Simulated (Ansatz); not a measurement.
A run of Ansatz 0.2.0 is set up as follows.

input

```
crystal:
  lattice:
    - [-1.555901, 2.675003, 2.893313]
    - [1.555901, -2.675003, 2.893313]
    - [1.555901, 2.675003, -2.893313]
  atoms:
    - { symbol: Sb, position: [0.5, 0.5, 0.0] }
    - { symbol: Ga, position: [0.0, 0.0, 0.0] }
hamiltonian:
  xc: { exchange: pbe, correlation: pbe, exx: { coeff: 0.25, omega: 0.2 } }
  pseudopotentials: { kind: paw }
kpoints:
  mp_grid: { grid: [5, 5, 5] }
scf:
  occupations: { method: fermi_dirac, width: 0.05 }
output:
  forces: true
  stress: true
  eigenvalues: true
```

(1) Predict the pressure.

(2) Predict the band gap on the k mesh.

Results:

(1) -1.9 GPa.

(2) none (metal or under the smearing width).

Caveat: the k mesh is coarse (spacing up to 0.47 Å⁻¹), so the values aren't converged, least of all with exact exchange; the PAW data sets come from PBE, with cores solved anew for the run's functional, which leaves a small shift of forces and pressure; the thresholds are loose for stress.
